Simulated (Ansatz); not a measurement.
# SnO2: a short molecular-dynamics run

A trajectory of SnO2, a database structure with 6 atoms that was not relaxed first: 60 steps of 1 fs under a Langevin thermostat at 300 K.

Method: DFT PBE, plane waves, PAW, scalar-relativistic, no spin polarisation, in Ansatz 0.2.0.

### Step 1. The system as given

The cell holds 6 atoms (O4Sn2): a = 4.708 Å, b = 4.708 Å, c = 3.167 Å, α = 90.00°, β = 90.00°, γ = 90.00°.

Structure file:

```cif
data_structure
_symmetry_space_group_name_H-M 'P 1'
_symmetry_Int_Tables_number 1
_cell_length_a 4.7083
_cell_length_b 4.7083
_cell_length_c 3.1666
_cell_angle_alpha 90.000
_cell_angle_beta 90.000
_cell_angle_gamma 90.000
_cell_volume 70.20
loop_
_atom_site_label
_atom_site_type_symbol
_atom_site_fract_x
_atom_site_fract_y
_atom_site_fract_z
_atom_site_occupancy
Sn1 Sn 0.00000 0.00000 0.00000 1
Sn2 Sn 0.50000 0.50000 0.50000 1
O1 O 0.30650 0.30650 0.00000 1
O2 O 0.19350 0.80650 0.50000 1
O3 O 0.69350 0.69350 0.00000 1
O4 O 0.80650 0.19350 0.50000 1
```

### Step 2. Dynamics

Input file input.yaml:

```yaml
crystal:
  lattice:
    - [4.70834725, 0.0, 0.0]
    - [0.0, 4.70834725, 0.0]
    - [0.0, 0.0, 3.16655731]
  atoms:
    - { symbol: Sn, position: [0.0, 0.0, 0.0] }
    - { symbol: Sn, position: [0.5, 0.5, 0.5] }
    - { symbol: O, position: [0.3065, 0.3065, 0.0] }
    - { symbol: O, position: [0.1935, 0.8065, 0.5] }
    - { symbol: O, position: [0.6935, 0.6935, 0.0] }
    - { symbol: O, position: [0.8065, 0.1935, 0.5] }
kpoints:
  mp_grid: { grid: [3, 3, 5] }
magnetization:
  spin_polarized: false
scf:
  occupations: { method: fermi_dirac, width: 0.05 }
hamiltonian:
  pseudopotentials: { kind: paw }
  xc: pbe
basis:
  ecutwfc: 420
md:
  timestep: 1.0
  n_steps: 60
  ensemble: nvt_langevin
  temperature: 300.0
  initial_velocities: maxwell_boltzmann
  seed: 12031
```

Launch:

```bash
$ ansatz run input.yaml --threads 2 --pin off --max-ram 2560MiB --backend cpu --events-out ev --progress --plain --runs-dir out
```

The log of the run, cut to the lines that bear on the results:

```text
Warning: md: disabling space-group detection — thermal motion breaks the input geometry's symmetry, so no spatial operation reduces the k-mesh or symmetrises the density; time reversal is kept, so that k and −k are solved as one point where they differ and the mesh holds both, and exact [...]
Warning: RAYON_NUM_THREADS=2 ignored (pool sized by the plan → 2); use --threads N
[...]
Pseudopotentials: kind: paw
Pseudopotential: Sn, paw, valence charge 14, recommended cutoff 420 eV (normal), Sn.paw.azcp
Pseudopotential: O, paw, valence charge 6, recommended cutoff 420 eV (normal), O.paw.azcp
Functional definition: PBE
[...]
Crystal: 6 atoms, lattice volume = 70.198 Å³
Basis set: ecut = 420 eV, 1411 PW (Γ), exchange–correlation on 64×64×48 points (8 copies of the dense FFT grid, shifted against one another)
Bands: 32, of which v1, the nominal top of the filled ones, is band 26 counted from 1 (25 counted from 0)
Symmetry: 1 space group operations
k-points: 23 of 45 (time reversal used)
[...]
SCF iter   1: F=—  HF=-14317.725826 eV  |F-HF|=—  |Δ(HF+E_count)|=         —  Δρ=1.08e-3  dr2=2.06e-4  ethr=1.77e-3  ⟨swp⟩=6.0  Hψ=3227  notcnv=0  defer=3
[...]
md step     0: t =     0.00 fs  T =   250.0 K  F+E_penalty+E_count = -14317.72767352 eV  E_kin = 0.193890 eV  (8 SCF iters)
[...]
md step    15: t =    15.00 fs  T =    74.9 K  F+E_penalty+E_count = -14317.56496367 eV  E_kin = 0.058076 eV  (5 SCF iters)
[...]
md step    30: t =    30.00 fs  T =   179.4 K  F+E_penalty+E_count = -14317.67851275 eV  E_kin = 0.139125 eV  (7 SCF iters)
[...]
md step    45: t =    45.00 fs  T =    85.7 K  F+E_penalty+E_count = -14317.61282309 eV  E_kin = 0.066495 eV  (5 SCF iters)
[...]
md step    59: t =    59.00 fs  T =   197.4 K  F+E_penalty+E_count = -14317.65406004 eV  E_kin = 0.153096 eV  (5 SCF iters)
[...]
md step    60: t =    60.00 fs  T =   215.9 K  F+E_penalty+E_count = -14317.65236043 eV  E_kin = 0.167467 eV  (7 SCF iters)
SCF converged after 7 iterations
Free energy (F): -14317.652360 eV
[...]
E sigma→0 (E₀):  -14317.652360 eV
Entropy (-TS):   -0.000000 eV (-0.000 meV/atom)
Fermi energy:    10.564065 eV
[...]
--- Forces (eV/Å), atoms counted from 1 ---
  atom   1  Sn     0.24681372    -1.12116561    -0.95280946
  atom   2  Sn    -0.04512694     0.49905541     0.15308826
  atom   3  O      0.09799616     0.17575826     0.25827262
  atom   4  O     -0.18881882    -0.30677841     0.16752331
  atom   5  O      0.54319181     0.11134214    -0.17920600
  atom   6  O     -0.65403903     0.64180430     0.55313062
[...]
--- MD trajectory: 60 steps, t = 0.0 → 60.0 fs ---
  final state: T = 215.9 K   F+E_penalty+E_count = -14317.65236043 eV   E_kin = 0.167467 eV
```

Run time: 1.9 min. Hardware: 2 threads of Arm Neoverse V1, shared host; peak memory 0.35 GiB.

### Step 3. What the atoms did

One step in 5; energies are changes from step 0; msd is the mean square displacement from the start, the centre of mass held:

| time (fs) | T (K) | potential energy change (meV/atom) | msd O (Å²) | msd Sn (Å²) |
| --- | --- | --- | --- | --- |
| 0.0 | 250 | 0.0 | 0.000 | 0.000 |
| 5.0 | 196 | 8.1 | 0.001 | 0.000 |
| 10.0 | 72 | 21.5 | 0.003 | 0.000 |
| 15.0 | 75 | 27.1 | 0.005 | 0.000 |
| 20.0 | 98 | 21.5 | 0.004 | 0.000 |
| 25.0 | 155 | 13.5 | 0.004 | 0.000 |
| 30.0 | 179 | 8.2 | 0.003 | 0.001 |
| 35.0 | 164 | 9.9 | 0.004 | 0.001 |
| 40.0 | 135 | 16.4 | 0.005 | 0.001 |
| 45.0 | 86 | 19.1 | 0.006 | 0.001 |
| 50.0 | 107 | 16.4 | 0.005 | 0.001 |
| 55.0 | 165 | 13.3 | 0.005 | 0.001 |
| 60.0 | 216 | 12.6 | 0.004 | 0.002 |

time (fs), T (K) and a bar:
```
      0.0        250 ##############################
      3.0        240 ############################
      5.0        196 #####################
      8.0        117 ########
     10.0         72 #
     13.0         69 
     16.0         79 ##
     18.0         76 #
     21.0        113 #######
     23.0        129 ##########
     26.0        186 ###################
     29.0        197 #####################
     31.0        178 ##################
     34.0        196 #####################
     37.0        165 ################
     39.0        150 ##############
     42.0        113 #######
     44.0         85 ###
     47.0        106 ######
     50.0        107 ######
     52.0        131 ##########
     55.0        165 ################
     57.0        185 ###################
     60.0        216 ########################
```

### Step 4. Positions and forces

Extended XYZ, with forces in eV/Å:

```xyz
6
Lattice="4.708 0.000 0.000 0.000 4.708 0.000 0.000 0.000 3.167" Properties=species:S:1:pos:R:3:forces:R:3 pbc="T T T" time_fs=8.0 T=117 dE=0.1020
Sn    0.006    0.004   -0.004   -0.795   -0.454    0.434
Sn    2.361    2.360    1.571   -0.906   -0.608    0.939
O     1.388    1.426    0.051    0.698    0.645   -0.634
O     0.897    3.803    1.589    0.285   -0.477   -0.035
O     3.231    3.228    0.015    0.928    1.026   -0.421
O     3.785    0.916    1.609   -0.209   -0.133   -0.282
6
Lattice="4.708 0.000 0.000 0.000 4.708 0.000 0.000 0.000 3.167" Properties=species:S:1:pos:R:3:forces:R:3 pbc="T T T" time_fs=15.0 T=75 dE=0.1627
Sn    0.004    0.008   -0.003   -0.972   -0.466    0.464
Sn    2.366    2.363    1.562   -1.289   -0.442    1.234
O     1.365    1.431    0.071    0.887    0.828   -0.857
O     0.892    3.806    1.585    0.295   -0.457    0.072
O     3.237    3.222    0.012    0.913    1.139   -0.510
O     3.763    0.932    1.625    0.166   -0.602   -0.403
6
Lattice="4.708 0.000 0.000 0.000 4.708 0.000 0.000 0.000 3.167" Properties=species:S:1:pos:R:3:forces:R:3 pbc="T T T" time_fs=22.0 T=114 dE=0.1096
Sn    0.001    0.011    0.005   -0.581   -0.152    0.345
Sn    2.367    2.364    1.559   -0.992    0.119    1.123
O     1.369    1.461    0.072    0.468    0.350   -0.988
O     0.901    3.801    1.589    0.122   -0.075    0.088
O     3.263    3.247   -0.002    0.405    0.651   -0.207
O     3.747    0.943    1.628    0.579   -0.892   -0.362
6
Lattice="4.708 0.000 0.000 0.000 4.708 0.000 0.000 0.000 3.167" Properties=species:S:1:pos:R:3:forces:R:3 pbc="T T T" time_fs=30.0 T=179 dE=0.0492
Sn   -0.008    0.013    0.017    0.392    0.124    0.111
Sn    2.369    2.363    1.564   -0.485    0.454    0.494
O     1.382    1.504    0.036    0.009   -0.259   -0.610
O     0.929    3.796    1.596   -0.254    0.485    0.012
O     3.290    3.288   -0.027   -0.221   -0.193    0.255
O     3.745    0.931    1.617    0.559   -0.610   -0.263
6
Lattice="4.708 0.000 0.000 0.000 4.708 0.000 0.000 0.000 3.167" Properties=species:S:1:pos:R:3:forces:R:3 pbc="T T T" time_fs=38.0 T=173 dE=0.0825
Sn   -0.013    0.017    0.025    1.104    0.431   -0.213
Sn    2.365    2.362    1.569    0.081    0.774   -0.309
O     1.396    1.531   -0.020   -0.249   -0.505    0.215
O     0.948    3.821    1.608   -0.126    0.418   -0.216
O     3.318    3.325   -0.047   -0.995   -1.169    0.466
O     3.751    0.909    1.589    0.185    0.051    0.057
6
Lattice="4.708 0.000 0.000 0.000 4.708 0.000 0.000 0.000 3.167" Properties=species:S:1:pos:R:3:forces:R:3 pbc="T T T" time_fs=45.0 T=86 dE=0.1149
Sn   -0.014    0.023    0.033    1.241    0.102   -0.649
Sn    2.362    2.359    1.573    0.337    0.913   -0.908
O     1.417    1.534   -0.055   -0.627   -0.748    0.867
O     0.969    3.848    1.612   -0.171    0.273   -0.262
O     3.308    3.322   -0.049   -0.650   -0.994    0.509
O     3.763    0.896    1.567   -0.130    0.455    0.444
6
Lattice="4.708 0.000 0.000 0.000 4.708 0.000 0.000 0.000 3.167" Properties=species:S:1:pos:R:3:forces:R:3 pbc="T T T" time_fs=52.0 T=131 dE=0.0901
Sn   -0.012    0.030    0.041    0.991   -0.521   -0.931
Sn    2.358    2.353    1.573    0.233    0.748   -0.687
O     1.420    1.514   -0.054   -0.550   -0.554    0.801
O     0.990    3.868    1.609   -0.343    0.124   -0.092
O     3.278    3.305   -0.025    0.055   -0.438    0.262
O     3.775    0.890    1.567   -0.386    0.642    0.647
6
Lattice="4.708 0.000 0.000 0.000 4.708 0.000 0.000 0.000 3.167" Properties=species:S:1:pos:R:3:forces:R:3 pbc="T T T" time_fs=60.0 T=216 dE=0.0753
Sn   -0.002    0.041    0.053    0.247   -1.121   -0.953
Sn    2.351    2.350    1.568   -0.045    0.499    0.153
O     1.407    1.480   -0.026    0.098    0.176    0.258
O     0.996    3.891    1.607   -0.189   -0.307    0.168
O     3.258    3.280    0.006    0.543    0.111   -0.179
O     3.799    0.905    1.590   -0.654    0.642    0.553
```

### Step 5. Results

| quantity | value |
| --- | --- |
| length | 60 steps of 1 fs |
| temperature, first and last step | 250 and 216 K |
| temperature, second half | mean 147 K, from 85 to 216 K |
| potential energy, second half | +14 meV/atom from the start |
| mean square displacement, second half | O 0.005, Sn 0.001 Å² |

**Reading.** Against a set 300 K the second half averages 147 K with a spread of 38 K (in equilibrium 6 atoms would scatter by about 100 K, over a far longer run); 14 meV/atom has gone into potential energy, and a thermostat that acts over some 100 fs has not made it up in 60 fs. The farthest move is 0.11 Å, against a mean nearest distance of 2.0 Å at the start: no atom has changed site so far. 60 fs on 6 atoms is far too short and small for converged averages.
